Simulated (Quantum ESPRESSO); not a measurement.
**V under changes of volume**

One of the cells (13.872 Å³/atom); the others are scaled copies at fixed shape and fractional positions:

```xyz
2
Lattice="2.6043 0.0000 0.0000 -1.3021 2.2554 0.0000 0.0000 0.0000 4.7233" Properties=species:S:1:pos:R:3 pbc="T T T"
V     0.0000    1.5036    1.1808
V     1.3021    0.7518    3.5425
```

This isn't the form of V at room conditions, which is bcc.

- Program: Quantum ESPRESSO 7.5
- Functional: PBEsol
- Potentials or basis: GBRV 1.5 PBEsol
- Cutoff: 612 eV
- Density cutoff: 4898 eV
- k mesh: 12 × 12 × 6
- Occupations: fermi-dirac, width 0.05 eV
- Spin: collinear spin, ferromagnetic start
- Starting moments: [2.0, 2.0] μB

```tsv
volume (Å³/atom)	energy over the lowest point (meV/atom)	pressure (GPa)
13.039	2.70	3.7
13.317	0.00	-0.4
13.594	4.05	-4.1
13.872	?	?
14.149	29.84	-10.4
14.427	50.44	-13.1
14.704	75.51	-15.6
```

Problem. What does the run at 13.872 Å³/atom give?

Solution. Energy over the lowest point 14.20 meV/atom; pressure -7.4 GPa.

Worked out: A Birch-Murnaghan fit of order 3 (a polynomial in V^(-2/3)) to the other rows has its minimum at 13.28 Å³/atom with B0 = V·E''(V) = 188 GPa and B' = 3.9 at fixed shape and positions, which overstates the stiffness. It gives 14.21 meV/atom at 13.872 Å³/atom, against the run's 14.20, and -dE/dV = -7.5 GPa, against -7.4.

Energies are extrapolated to zero smearing.
